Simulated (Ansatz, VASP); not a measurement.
# Si (Sigma25 (430)[001] symmetric tilt boundary in Si): VASP beside Ansatz

One calculation is typed for both programs; each brings its own data sets. How far apart do they land? The cell is taken from a series of runs on this material, whose earlier steps may have relaxed, scaled, displaced or heated it; both programs get it as it stands.

Calculated with Ansatz 0.2.0; plane waves, with VASP 6.6.1 beside it; single point at PBEsol.

## (1) Set-up

The cell holds 76 atoms: 76 Si. Cell: a = 5.469 Å, b = 13.943 Å, c = 21.320 Å, α = 90.0°, β = 90.0°, γ = 101.3°. It derives from Si. Two grains of Si, one the mirror image of the other in the boundary plane, two boundaries a cell; of 6 trial joints (lateral shifts, openings, close atoms taken out) the lowest after a short relaxation with the MACE-MP-0b2 potential was kept (shift [0, 0] of the surface cell, opening 0.00 A, one of each pair under 1.42 A removed), then its atoms and the cell's length along the normal were relaxed with that potential. Lattice constants are starting values near those of PBE. The structure's axis is c.

## (2) VASP: single point, PBEsol

With cell and atoms fixed, the geometry can't cause a difference; cores, projectors, grids and the points listed under the comparison can.

Lines of VASP's logs that name or quote its potential files are left out, and so is its time.

File INCAR:

```
SYSTEM = Si
PREC = Accurate
ENCUT = 400
EDIFF = 1E-06
NELM = 120
ISMEAR = -1
SIGMA = 0.025
LREAL = Auto
ALGO = Normal
GGA = PS
NBANDS = 208
LORBIT = 11
LWAVE = .FALSE.
LCHARG = .FALSE.
ISIF = 2
LASPH = .TRUE.
GGA_COMPAT = .FALSE.
EFERMI = MIDGAP
KPAR = 8
```

File POSCAR:

```
Si
1.0
    5.4690000000      0.0000000000      0.0000000000
   -2.7345000000     13.6725000000      0.0000000000
    0.0000000000      0.0000000000     21.3204300000
Si
76
Direct
    0.7638600000      0.4527100000      0.0091600000
    0.8139600000      0.9603600000      0.0496400000
    0.5653000000      0.1671000000      0.9925100000
    0.9027700000      0.3038600000      0.0001400000
    0.3943600000      0.8727200000      0.0553000000
    0.4391500000      0.4521900000      0.0816100000
    0.1549300000      0.5570100000      0.0453000000
    0.7278200000      0.7886500000      0.0488400000
    0.1515000000      0.3032400000      0.0914800000
    0.2022800000      0.8914600000      0.1490900000
    0.0467600000      0.0326900000      0.1323400000
    0.3549000000      0.1666300000      0.0972200000
    0.8790200000      0.7530200000      0.1482500000
    0.9083100000      0.3321700000      0.1808400000
    0.7132600000      0.4735900000      0.1706400000
    0.0436000000      0.6102900000      0.1507100000
    0.5941400000      0.1899500000      0.1931000000
    0.6359200000      0.7653400000      0.2383000000
    0.4802000000      0.9103100000      0.2322100000
    0.7844200000      0.0547800000      0.2168700000
    0.3020800000      0.6291500000      0.2466900000
    0.3488500000      0.2089400000      0.2838400000
    0.1655600000      0.3502800000      0.2728800000
    0.4870600000      0.4925400000      0.2631200000
    0.0411500000      0.0695500000      0.3073100000
    0.0852800000      0.6501700000      0.3440300000
    0.9001200000      0.7866700000      0.3277100000
    0.2237300000      0.9285200000      0.3196200000
    0.7510100000      0.5139400000      0.3524700000
    0.7950500000      0.0879700000      0.3976200000
    0.6071000000      0.2232900000      0.3739600000
    0.9063800000      0.3692100000      0.3603600000
    0.4806800000      0.9466700000      0.4110200000
    0.5094200000      0.5253600000      0.4428100000
    0.3449900000      0.6682400000      0.4396400000
    0.6750000000      0.8052900000      0.4204900000
    0.1733500000      0.3879300000      0.4456700000
    0.2391100000      0.9767200000      0.5002000000
    0.0369900000      0.1131000000      0.4925200000
    0.3429600000      0.2475700000      0.4574000000
    0.9504200000      0.8278600000      0.5092900000
    0.7376800000      0.0328800000      0.9575300000
    0.4260900000      0.8926500000      0.9456200000
    0.5096600000      0.4749800000      0.9203000000
    0.3168400000      0.6114600000      0.9397100000
    0.6239100000      0.7552400000      0.9428700000
    0.1739000000      0.3332500000      0.9110400000
    0.1774400000      0.9108300000      0.8601800000
    0.0242100000      0.0562800000      0.8739000000
    0.3474500000      0.1921800000      0.8976200000
    0.8776200000      0.7656700000      0.8526100000
    0.9357200000      0.3518300000      0.8196000000
    0.7532200000      0.4931300000      0.8276100000
    0.0756300000      0.6299100000      0.8439500000
    0.6122700000      0.2101200000      0.8074600000
    0.6353400000      0.7875500000      0.7631800000
    0.4559600000      0.9293200000      0.7729900000
    0.7806400000      0.0713300000      0.7837900000
    0.3134800000      0.6504700000      0.7466300000
    0.3711400000      0.2256900000      0.7169800000
    0.2106100000      0.3693600000      0.7324600000
    0.5114400000      0.5146700000      0.7379600000
    0.0458000000      0.0898200000      0.6934000000
    0.0740300000      0.6702000000      0.6505400000
    0.8804600000      0.8062300000      0.6708000000
    0.2173100000      0.9480600000      0.6809500000
    0.7681900000      0.5262700000      0.6481300000
    0.8289400000      0.1133000000      0.5975600000
    0.6548600000      0.2468700000      0.6324900000
    0.9532700000      0.3882400000      0.6489200000
    0.4882300000      0.9771100000      0.5915600000
    0.5848700000      0.4904300000      0.5485700000
    0.2360500000      0.7238000000      0.5451300000
    0.6266500000      0.8281500000      0.5818500000
    0.1672300000      0.4062700000      0.5555800000
    0.5011200000      0.3194200000      0.5490800000
```

File KPOINTS:

```
Automatic mesh
0
Gamma
6 2 1
0 0 0
```

Potentials, in the order of the species: Si (PBE family, release 64).

Run with:

```bash
mpirun -np 8 vasp_std
```

Numbers of over 12 decimals in the logs are rounded to 6 here.

Output:

```text
[banner, memory and clock lines left out]
running    8 mpi-ranks, on    1 nodes
[...]
|                                                                             |
|           W    W    AA    RRRRR   N    N  II  N    N   GGGG   !!!           |
|           W    W   A  A   R    R  NN   N  II  NN   N  G    G  !!!           |
|           W    W  A    A  R    R  N N  N  II  N N  N  G       !!!           |
|           W WW W  AAAAAA  RRRRR   N  N N  II  N  N N  G  GGG   !            |
|           WW  WW  A    A  R   R   N   NN  II  N   NN  G    G                |
|           W    W  A    A  R    R  N    N  II  N    N   GGGG   !!!           |
|                                                                             |
|     For optimal performance we recommend to set                             |
|       NCORE = 2 up to number-of-cores-per-socket                            |
|     NCORE specifies how many cores store one orbital (NPAR=cpu/NCORE).      |
|     This setting can greatly improve the performance of VASP for DFT.       |
[...]
|                                                                             |
|        The reciprocal lattice is base centered orthorhombic,                |
|        whereas your k-lattice is simple monoclinic.                         |
|                                                                             |
|     Results are often still useful ...                                      |
|                                                                             |

 POSCAR, INCAR and KPOINTS ok, starting setup
[...]
entering main loop
       N       E                     dE             d eps       ncg     rms          rms(c)
DAV:   1     0.635049200591E+03    0.63505E+03   -0.98047E+04  3328   0.978E+02
DAV:   2    -0.366009260558E+03   -0.10011E+04   -0.94218E+03  3976   0.164E+02
DAV:   3    -0.435658784225E+03   -0.69650E+02   -0.68405E+02  4160   0.387E+01
DAV:   4    -0.437418871591E+03   -0.17601E+01   -0.17462E+01  4160   0.741E+00
[...]
DAV:  13    -0.428244418928E+03   -0.11997E-03   -0.15318E-04  3800   0.228E-02    0.109E-01
DAV:  14    -0.428244446693E+03   -0.27765E-04   -0.89381E-05  3776   0.149E-02    0.191E-02
DAV:  15    -0.428244447535E+03   -0.84129E-06   -0.87562E-06  4048   0.480E-03
   1 F= -.42824445E+03 E0= -.42824445E+03  d E =-.198181E-06
```

Parts of OUTCAR (step 2):

```text
  FREE ENERGIE OF THE ION-ELECTRON SYSTEM (eV)
  ---------------------------------------------------
  free  energy   TOTEN  =      -428.2444475346 eV

  energy  without entropy=     -428.2444473364  energy(sigma->0) =     -428.24444744
```

The run ends at a pressure of -2.43 GPa, with forces up to 0.084 eV/Å.

## (3) Ansatz: single point, PBEsol

Ansatz runs on its default PAW (the set named soft_2) files.

The same cell, functional, mesh and smearing now go to Ansatz, which takes its cutoff from its data sets.

File input.yaml:

```yaml
crystal:
  lattice:
    - [5.469, 0.0, 0.0]
    - [-2.7345, 13.6725, 0.0]
    - [0.0, 0.0, 21.32043]
  atoms:
    - { symbol: Si, position: [0.76386, 0.45271, 0.00916] }
    - { symbol: Si, position: [0.81396, 0.96036, 0.04964] }
    - { symbol: Si, position: [0.5653, 0.1671, 0.99251] }
    - { symbol: Si, position: [0.90277, 0.30386, 0.00014] }
    - { symbol: Si, position: [0.39436, 0.87272, 0.0553] }
    - { symbol: Si, position: [0.43915, 0.45219, 0.08161] }
    - { symbol: Si, position: [0.15493, 0.55701, 0.0453] }
    - { symbol: Si, position: [0.72782, 0.78865, 0.04884] }
    - { symbol: Si, position: [0.1515, 0.30324, 0.09148] }
    - { symbol: Si, position: [0.20228, 0.89146, 0.14909] }
    - { symbol: Si, position: [0.04676, 0.03269, 0.13234] }
    - { symbol: Si, position: [0.3549, 0.16663, 0.09722] }
    - { symbol: Si, position: [0.87902, 0.75302, 0.14825] }
    - { symbol: Si, position: [0.90831, 0.33217, 0.18084] }
    - { symbol: Si, position: [0.71326, 0.47359, 0.17064] }
    - { symbol: Si, position: [0.0436, 0.61029, 0.15071] }
    - { symbol: Si, position: [0.59414, 0.18995, 0.1931] }
    - { symbol: Si, position: [0.63592, 0.76534, 0.2383] }
    - { symbol: Si, position: [0.4802, 0.91031, 0.23221] }
    - { symbol: Si, position: [0.78442, 0.05478, 0.21687] }
    - { symbol: Si, position: [0.30208, 0.62915, 0.24669] }
    - { symbol: Si, position: [0.34885, 0.20894, 0.28384] }
    - { symbol: Si, position: [0.16556, 0.35028, 0.27288] }
    - { symbol: Si, position: [0.48706, 0.49254, 0.26312] }
    - { symbol: Si, position: [0.04115, 0.06955, 0.30731] }
    - { symbol: Si, position: [0.08528, 0.65017, 0.34403] }
    - { symbol: Si, position: [0.90012, 0.78667, 0.32771] }
    - { symbol: Si, position: [0.22373, 0.92852, 0.31962] }
    - { symbol: Si, position: [0.75101, 0.51394, 0.35247] }
    - { symbol: Si, position: [0.79505, 0.08797, 0.39762] }
    - { symbol: Si, position: [0.6071, 0.22329, 0.37396] }
    - { symbol: Si, position: [0.90638, 0.36921, 0.36036] }
    - { symbol: Si, position: [0.48068, 0.94667, 0.41102] }
    - { symbol: Si, position: [0.50942, 0.52536, 0.44281] }
    - { symbol: Si, position: [0.34499, 0.66824, 0.43964] }
    - { symbol: Si, position: [0.675, 0.80529, 0.42049] }
    - { symbol: Si, position: [0.17335, 0.38793, 0.44567] }
    - { symbol: Si, position: [0.23911, 0.97672, 0.5002] }
    - { symbol: Si, position: [0.03699, 0.1131, 0.49252] }
    - { symbol: Si, position: [0.34296, 0.24757, 0.4574] }
    - { symbol: Si, position: [0.95042, 0.82786, 0.50929] }
    - { symbol: Si, position: [0.73768, 0.03288, 0.95753] }
    - { symbol: Si, position: [0.42609, 0.89265, 0.94562] }
    - { symbol: Si, position: [0.50966, 0.47498, 0.9203] }
    - { symbol: Si, position: [0.31684, 0.61146, 0.93971] }
    - { symbol: Si, position: [0.62391, 0.75524, 0.94287] }
    - { symbol: Si, position: [0.1739, 0.33325, 0.91104] }
    - { symbol: Si, position: [0.17744, 0.91083, 0.86018] }
    - { symbol: Si, position: [0.02421, 0.05628, 0.8739] }
    - { symbol: Si, position: [0.34745, 0.19218, 0.89762] }
    - { symbol: Si, position: [0.87762, 0.76567, 0.85261] }
    - { symbol: Si, position: [0.93572, 0.35183, 0.8196] }
    - { symbol: Si, position: [0.75322, 0.49313, 0.82761] }
    - { symbol: Si, position: [0.07563, 0.62991, 0.84395] }
    - { symbol: Si, position: [0.61227, 0.21012, 0.80746] }
    - { symbol: Si, position: [0.63534, 0.78755, 0.76318] }
    - { symbol: Si, position: [0.45596, 0.92932, 0.77299] }
    - { symbol: Si, position: [0.78064, 0.07133, 0.78379] }
    - { symbol: Si, position: [0.31348, 0.65047, 0.74663] }
    - { symbol: Si, position: [0.37114, 0.22569, 0.71698] }
    - { symbol: Si, position: [0.21061, 0.36936, 0.73246] }
    - { symbol: Si, position: [0.51144, 0.51467, 0.73796] }
    - { symbol: Si, position: [0.0458, 0.08982, 0.6934] }
    - { symbol: Si, position: [0.07403, 0.6702, 0.65054] }
    - { symbol: Si, position: [0.88046, 0.80623, 0.6708] }
    - { symbol: Si, position: [0.21731, 0.94806, 0.68095] }
    - { symbol: Si, position: [0.76819, 0.52627, 0.64813] }
    - { symbol: Si, position: [0.82894, 0.1133, 0.59756] }
    - { symbol: Si, position: [0.65486, 0.24687, 0.63249] }
    - { symbol: Si, position: [0.95327, 0.38824, 0.64892] }
    - { symbol: Si, position: [0.48823, 0.97711, 0.59156] }
    - { symbol: Si, position: [0.58487, 0.49043, 0.54857] }
    - { symbol: Si, position: [0.23605, 0.7238, 0.54513] }
    - { symbol: Si, position: [0.62665, 0.82815, 0.58185] }
    - { symbol: Si, position: [0.16723, 0.40627, 0.55558] }
    - { symbol: Si, position: [0.50112, 0.31942, 0.54908] }
kpoints:
  mp_grid: { grid: [6, 2, 1] }
hamiltonian:
  xc: pbesol
scf:
  occupations: { method: fermi_dirac, width: 0.025 }
output:
  forces: true
```

Run with:

```bash
ansatz run input.yaml --threads 4 --pin off --max-ram 8192MiB --backend cpu --events-out ev --progress --plain --runs-dir out
```

Output:

```text
Engine: ansatz 0.2.0, x86_64-unknown-linux-gnu
Pseudopotentials: kind: paw
Pseudopotential: Si, paw, valence charge 4, recommended cutoff 420 eV (normal), Si.paw.azcp
Functional definition: PBEsol
  exchange = pbesol_x
  correlation = pbesol_c
Crystal: 76 atoms, lattice volume = 1594.233 Å³
Basis set: ecut = 420 eV, 31147 PW (Γ), exchange–correlation on 80×192×288 points (8 copies of the dense FFT grid, shifted against one another)
Bands: 228, of which v1, the nominal top of the filled ones, is band 152 counted from 1 (151 counted from 0)
Symmetry: 1 space group operations
Space group: P1 (ITA 1), of the structure as read, at distance tolerance 1.2e-4 Å
k-points: 8 of 12 (time reversal used)
Non-local potential: Si, projectors of the file, l = 0: 2, l = 1: 2, l = 2: 2
PAW form: soft (Blöchl's): semilocal exchange-correlation on the pseudo side does not see the compensation charge
PAW frozen core: Si, regenerated for the run's functional, and the local potential with it (the file was generated under x = pbe(κ = 0.804, μ = 0.219515), c = pbe(β = 0.066725))
PAW one-centre angular grid: Si, 110 points (default); XC on 64 Gauss nodes
Initial density: superposition of atomic densities (neutral atoms: chi_scale 0, normalization atom), corrected by the library's trained network
Initial wavefunctions: pseudopotential atomic-orbital guess
Functional: x = pbesol(κ = 0.804, μ = 0.123457), c = pbesol(β = 0.046)
SCF iter   1: F=—  HF=-47224.940490 eV  |F-HF|=—  |Δ(HF+E_count)|=         —  Δρ=3.24e-3  dr2=3.73e-1  ethr=1.77e-3  ⟨swp⟩=6.0  Hψ=8428  notcnv=0  defer=336
preconditioner: auto → Resta (q_TF=auto, 2.070 Å⁻¹)  ε∞=5.6  [insulator: Δε(μ)=0.785 eV  Ē_g=7.592 eV  σ=0.025 eV  W_gap=1.00  n_scr=246 (ndim 8)  ℏωp=16.2 eV  f_vac=0.000  D(μ)=0.00/eV (n_scr^D=0)  ε∞_Penn≈5.6]
SCF iter   2: F=—  HF=-47224.892119 eV  |F-HF|=—  |Δ(HF+E_count)|=   4.84e-2  Δρ=1.80e-3  dr2=1.06e-1  ethr=1.23e-4  ⟨swp⟩=1.9  Hψ=2134  notcnv=0  defer=436
SCF iter   3: F=—  HF=-47224.870969 eV  |F-HF|=—  |Δ(HF+E_count)|=   2.12e-2  Δρ=2.71e-4  dr2=2.01e-3  ethr=3.48e-5  ⟨swp⟩=4.1  Hψ=2574  notcnv=0  defer=113
automatic band count: iteration 3 solves 176 bands in place of 228: the levels show a gap, and the empty bands left out lie too high to hold charge; the band table lists the bands solved (type scf.n_extra_bands for more)
SCF iter   4: F=—  HF=-47224.871383 eV  |F-HF|=—  |Δ(HF+E_count)|=   4.15e-4  Δρ=6.90e-5  dr2=1.06e-4  ethr=6.62e-7  ⟨swp⟩=2.5  Hψ=2335  notcnv=0  defer=113
SCF iter   5: F=—  HF=-47224.871444 eV  |F-HF|=—  |Δ(HF+E_count)|=   6.07e-5  Δρ=1.51e-5  dr2=5.93e-6  ethr=3.49e-8  ⟨swp⟩=2.0  Hψ=2107  notcnv=0  defer=113
SCF iter   6: F=—  HF=-47224.871965 eV  |F-HF|=—  |Δ(HF+E_count)|=   5.21e-4  Δρ=3.18e-6  dr2=2.60e-7  ethr=1.95e-9  ⟨swp⟩=2.2  Hψ=2618  notcnv=0  defer=118
SCF iter   7: F=-47224.871966 eV  HF=-47224.871966 eV  |F-HF|=1.26e-8  |Δ(HF+E_count)|=   2.01e-7  Δρ=7.97e-7  dr2=2.20e-8  ethr=3.29e-11  ⟨swp⟩=4.4  Hψ=4921  notcnv=0
SCF 1 converged in 7 iterations: F = -47224.871966 eV  dr2 = 2.20e-8
  greatest PAW one-centre occupation: 0.649 electrons in one spin orbital (limit 2), on the Si atom at site 4 (counted from 0), in its partial waves of l = 0
SCF converged after 7 iterations
Free energy (F): -47224.871966 eV
Harris-Foulkes:  -47224.871966 eV  (|F-HF|=1.26e-8)
Internal energy: -47224.871966 eV  (E = F + TS)
E sigma→0 (E₀):  -47224.871966 eV
Entropy (-TS):   -0.000000 eV (-0.000 meV/atom)
Fermi energy:    5.934788 eV
--- Per-component energies (eV) ---
  E_band       = 215.380981
  E_kinetic    = 3018.520629
  E_local      = -2436.698193  (includes V_loc(G=0)·N_el)
  E_nonlocal   = 1965.081948
  E_hartree    = 691.071185
  E_xc         = -4135.286430
  E_vxc        = -3532.536483  (∫ρ·V_xc dr)
  E_paw        = -37912.605699  (= ΣΔE_a)
  E_vpaw       = -181.131128  (= ΣTr[D̂ρ^β])
  E_aug_tail   = 0.000467  (compensation charges beyond the density's cutoff)
  E_ewald      = -8417.354483
  E_core_change = 2.398610  (= ΣΔE_core)
  E_smearing   = -0.000000  (= −TS)
  E_closure    = -0.000000  (closes the sum)
  Σ components = -47224.871966   (vs F -47224.871966, Δ=0.00e0)
--- Forces (eV/Å), atoms counted from 1 ---
  atom   1  Si     0.02699190    -0.01371763    -0.00450266
  atom   2  Si     0.00752991    -0.04725155     0.03840602
  atom   3  Si    -0.01483967     0.00292163    -0.03453696
  atom   4  Si     0.01633421    -0.03460660    -0.00225121
  atom   5  Si     0.03031541     0.01278251    -0.01522751
  atom   6  Si    -0.02508637    -0.04031168     0.00526295
  atom   7  Si    -0.03861412    -0.03717778     0.01570708
  atom   8  Si     0.01807417     0.04284538     0.03309070
  atom   9  Si    -0.02732763    -0.01051197    -0.00256022
  atom  10  Si    -0.04203781    -0.05416822     0.03303353
  atom  11  Si    -0.01743101     0.01656824     0.02267466
  atom  12  Si    -0.01716932    -0.02267520     0.00681579
  atom  13  Si     0.01570172     0.07794534    -0.00702877
  atom  14  Si     0.01785494    -0.04189678     0.00360930
  atom  15  Si     0.02481059     0.03335171    -0.00227072
  atom  16  Si     0.02066820    -0.06656296    -0.00624519
  atom  17  Si     0.00725376     0.04289264     0.00559647
  atom  18  Si     0.00564637    -0.03309706     0.00077137
  atom  19  Si     0.00079333     0.03179039     0.01420389
  atom  20  Si     0.01828964    -0.04535596     0.01340061
  atom  21  Si    -0.02104835     0.04211327    -0.00481180
  atom  22  Si     0.01135157    -0.05016663    -0.00865357
  atom  23  Si    -0.01632228     0.05198055     0.01899444
  atom  24  Si    -0.00117910    -0.04480093     0.01430256
[...]
atom  69  Si     0.02982103     0.04429705     0.03255615
  atom  70  Si    -0.02558270    -0.00616629     0.05780021
  atom  71  Si    -0.00993992     0.00924697    -0.00261130
  atom  72  Si    -0.04505554     0.02456170    -0.03473348
  atom  73  Si     0.05158005     0.00105962     0.00897729
  atom  74  Si    -0.03846910     0.01947244    -0.00041866
  atom  75  Si     0.02275280     0.00148328    -0.02624724
  atom  76  Si    -0.06524788    -0.00288840    -0.01754780
  max |Σ_I F_I| component: 9.49e-6 eV/Å
```

## (4) Comparison

Known differences besides the potentials themselves: the cutoff is 420 eV in Ansatz and 400 eV in VASP (PREC = Accurate, projectors in real space); Ansatz makes its cores anew for this functional, VASP keeps those of its PBE data sets. Total energies have different zeros and are not compared.

Compared:

```tsv
quantity	Ansatz	VASP	difference
gap on the k mesh (eV)	0.729	0.726	+0.003
```

Forces on 10 of the 76 atoms, those with the largest forces and the largest differences (eV/Å; atoms numbered as in POSCAR):

```tsv
atom	Ansatz x, y, z	VASP x, y, z
Si5	0.030, 0.013, -0.015	0.021, 0.009, -0.015
Si8	0.018, 0.043, 0.033	0.024, 0.034, 0.035
Si10	-0.042, -0.054, 0.033	-0.043, -0.055, 0.033
Si13	0.016, 0.078, -0.007	0.014, 0.077, -0.008
Si16	0.021, -0.067, -0.006	0.025, -0.067, -0.005
Si34	-0.023, -0.084, 0.009	-0.021, -0.081, 0.009
Si35	-0.015, 0.070, 0.034	-0.020, 0.070, 0.034
Si70	-0.026, -0.006, 0.058	-0.026, -0.006, 0.057
Si72	-0.045, 0.025, -0.035	-0.039, 0.034, -0.034
Si76	-0.065, -0.003, -0.018	-0.059, -0.006, -0.018
```

The forces differ by 2.4 meV/Å r.m.s., which is 8.8 % of the r.m.s. force of 0.028 eV/Å (both taken over all components). A gap on the mesh is an upper bound, since the band edges may lie between its points.

## (5) Summary of results

```
difference in gap on the k mesh (single point, PBEsol) : 0.0033 eV
```

**Reading.** The difference in gap on the k mesh is 0.0033 eV (single point, PBEsol), within the 0.08 eV picked in this series as the mark of a large difference. Such differences can come from data sets, numerical settings and the points named under the comparisons, not from the functional's error against experiment.

[Lines on the potential files, build, host, timing and source positions are cut from VASP's logs without a mark.]

[Logs are printed without paths, hosts, clocks, repeated set-up lines and the standing remarks that a program may print on its own settings, such as how far it seeks lower states.]

[Hosts, paths, dates, database ids (printed as entryN), source tags and the programs' standing remarks are cut or masked in the printed files.]
